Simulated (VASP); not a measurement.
Crystal: ZnS (Wurtzite-2H).

```xyz
4
Lattice="3.8110 0.0000 0.0000 -1.9055 3.3004 0.0000 0.0000 0.0000 6.2340" Properties=species:S:1:pos:R:3 pbc="T T T"
Zn    1.9055    1.1001    3.1170
Zn    0.0000    2.2003    0.0000
S     1.9055    1.1001    5.5171
S     0.0000    2.2003    2.4001
```

```yaml
Program: VASP 6.6.1
Task: relaxation of cell and atoms
Functional: PW91
Potentials_or_basis: VASP PAW PBE potentials, release 64 (Zn, S)
Cutoff: 600 eV
k_mesh: 8 × 8 × 5
Occupations: fermi-dirac, width 0.05 eV
Spin: no spin polarisation
```

At the start: pressure 2.4 GPa; volume 19.60 Å³/atom.

Where does the relaxation end?

Over 7 steps the energy falls by 9.4 meV/atom and the volume is 20.18 Å³/atom (+3.0 %); space group P6_3mc (No. 186, to 0.05 Å).

Step by step:
```
step  energy change (eV)  largest force (eV/Å)  pressure (GPa)  volume (Å³)
   1              0.0000                0.3248            2.39        78.41
   2             -0.0299                0.0918           -0.81        81.77
   3             -0.0312                0.1299           -0.28        81.17
   4             -0.0312                0.1262           -0.35        81.23
   5             -0.0345                0.0665           -0.14        80.96
   6             -0.0359                0.0015            0.09        80.69
   7             -0.0374                0.0134            0.03        80.74
```

Final structure:
```
Zn S
1.0
     3.84875    0.00000    0.00000
    -1.92438    3.33312    0.00000
     0.00000    0.00000    6.29384
Zn S
2 2
Direct
  0.66667 0.33333 0.50481
  0.33333 0.66667 0.00481
  0.66667 0.33333 0.88019
  0.33333 0.66667 0.38019
```

Caveat: the PAW data sets were made with another functional, which shifts forces and pressure a little.
